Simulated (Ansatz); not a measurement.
# Orbital character of the bands of MgSe

```
CELL_PARAMETERS angstrom
0.00000 2.72550 2.72550
2.72550 0.00000 2.72550
2.72550 2.72550 0.00000
ATOMIC_POSITIONS crystal
Mg 0.00000 0.00000 0.00000
Se 0.50000 0.50000 0.50000
```

Atoms are numbered in the order listed.

Conventional cell: a = 5.451 Å, b = 5.451 Å, c = 5.451 Å, α = 90.00°, β = 90.00°, γ = 90.00°. Mg (atom 1) has 6 Se at 2.73 Å as nearest neighbours. Se (atom 2) is surrounded by 6 Mg at 2.73 Å.

The cell is COD entry 9008673, as deposited and not checked against the literature; nothing was relaxed. It is an old determination, and later ones may differ.

These are results of DFT, PBE, all-electron LAPW, scalar-relativistic (Ansatz 0.2.0), not measurements.

Sampling and basis: a Γ-centred 8×8×8 k mesh, Fermi–Dirac smearing of 0.02 eV, basis error target 1 meV/atom, no spin polarisation.

Weights are projections on a minimal set of Löwdin-orthogonalised atomic shells, summed over atoms of an element; the rest lies outside that basis, and weights on diffuse cation s shells are inflated where empty shells are missing from it. Energies are in eV from the valence-band top.

Points: Γ (0.000, 0.000, 0.000), U (0.625, 0.250, 0.625).

| state | character |
| --- | --- |
| Γ, -12.95 eV | ? |
| Γ, 0.00 eV (×3) | ? |
| U, -11.51 eV | ? |
| U, -3.77 eV | Se 4p 97 % |
| U, -3.33 eV | ? |
| U, -1.43 eV | Se 4p 97 % |

Task: What belongs in the row "Γ, 0.00 eV (×3)", column "character"?

Result: Se 4p 98 %.

Task: What belongs in the row "Γ, -12.95 eV", column "character"?

Result: Se 4s 60 %, Mg 3s 40 %.

Task: What belongs in the row "U, -3.33 eV", column "character"?

Result: Se 4p 79 %, Mg 3s 19 %.

Task: Fill in "character" for the row "U, -11.51 eV".

Result: Se 4s 98 %.
